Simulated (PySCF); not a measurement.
## Substituent chemical shifts

Parent skeleton `[CH3:1][CH3:2]`; one hydrogen on atom 1 is replaced by X. Hydrogens on one atom are averaged.

PySCF calculation with PBE0/pcSseg-1 with gauge-including orbitals and structure optimised with GFN2-xTB; one computed conformer, no solvent model, rapidly exchanging positions averaged, no relativistic terms.

Chemical shifts δ = σref − σ; ¹³C and ¹H vs TMS, all at this level.

Parent (X = H): C1 9.5, C2 9.5, H(C1) 0.98, H(C2) 0.98 ppm. Effects are Δδ = δ(X) − δ(H), positive for deshielding.

Q: Give Δδ (ppm) for X = iPr, C(S)CH3, OCF3, CH2OH, N-pyrrolyl, CH3, CH=NMe, SCF3, CH2CN.

A: 
```csv
X,SMILES,C1,C2,H(C1),H(C2)
iPr,CCC(C)C,+26.4,+5.6,+0.19,+0.05
C(S)CH3,CCC(C)=S,+37.7,+6.8,+1.94,+0.35
OCF3,CCOC(F)(F)F,+57.9,+6.8,+3.27,+0.49
CH2OH,CCCO,+23.2,+2.0,+0.53,-0.06
N-pyrrolyl,CCn1cccc1,+38.1,+12.7,+2.94,+0.37
CH3,CCC,+11.4,+9.3,+0.40,+0.02
CH=NMe,CC/C=N\C,+15.2,+3.2,+0.95,+0.25
SCF3,CCSC(F)(F)F,+23.7,+3.3,+2.22,+0.42
CH2CN,CCCC#N,+14.7,+5.9,+0.63,+0.26
```

Q: Which position responds most, and to which substituents?

A: C1: from +11.4 ppm with CH3 to +57.9 ppm with OCF3.
